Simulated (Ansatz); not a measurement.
# SiO2 (P4_2/mnm)

Theory: DFT PBE, scalar-relativistic, plane waves, PAW (Ansatz).

Plane waves to 420 eV, a k mesh through Γ of 6×6×8 on the computed 6-atom cell and Gaussian smearing (0.02 eV); no spin polarisation.

The structure is relaxed at this level of theory with its symmetry kept, and needn't be the ground state of this composition.

```cif
data_structure
_symmetry_space_group_name_H-M 'P4_2/mnm'
_symmetry_Int_Tables_number 136
_cell_length_a 4.2355
_cell_length_b 4.2355
_cell_length_c 2.6908
_cell_angle_alpha 90.000
_cell_angle_beta 90.000
_cell_angle_gamma 90.000
_cell_volume 48.27
loop_
_atom_site_label
_atom_site_type_symbol
_atom_site_symmetry_multiplicity
_atom_site_Wyckoff_symbol
_atom_site_fract_x
_atom_site_fract_y
_atom_site_fract_z
_atom_site_occupancy
Si1 Si 2 a 0.50000 0.50000 0.50000 1
O1 O 4 f 0.19307 0.80693 0.50000 1
```

| Property | Result |
| --- | --- |
| Space group | P4_2/mnm (No. 136) |
| Volume per atom | 8.05 Å³ |
| Formation energy from the elements' standard states (uncorrected) | -2.588 eV/atom |
| Kohn–Sham band gap | 5.04 eV, direct at Γ |
| Orbital (Löwdin) character of the top 1 eV of the valence band | O 2p 98 % |
| Orbital (Löwdin) character of the lowest 1 eV of the conduction band | Si 3s 50 %, O 2s 34 %, O 2p 8 %, unprojected 5 % |
| Electron masses at the edge by direction of the standard setting (m_e; one valley, along these axes only; no spin-orbit coupling) | x: 0.45; y: 0.45; z: 0.36 |
| Hole masses at the edge by direction of the standard setting (m_e; one valley, along these axes only; no spin-orbit coupling) | x: 1.1; y: 1.1; z: 1.9 |
| Bader charge by site (e) | Si (2 in the cell) 3.27, O (4 in the cell) -1.63 |

Another cell of SiO2 relaxed alike, in P3_121, lies 188 meV/atom lower, so this cell isn't the stable form at this level.

The cell was reached from a generator's guess, though it ends in a space group that the Crystallography Open Database lists for this formula. Kohn–Sham gaps at this level usually fall short of measured ones. Löwdin shares on free-atom orbitals overweight diffuse shells in the empty bands.
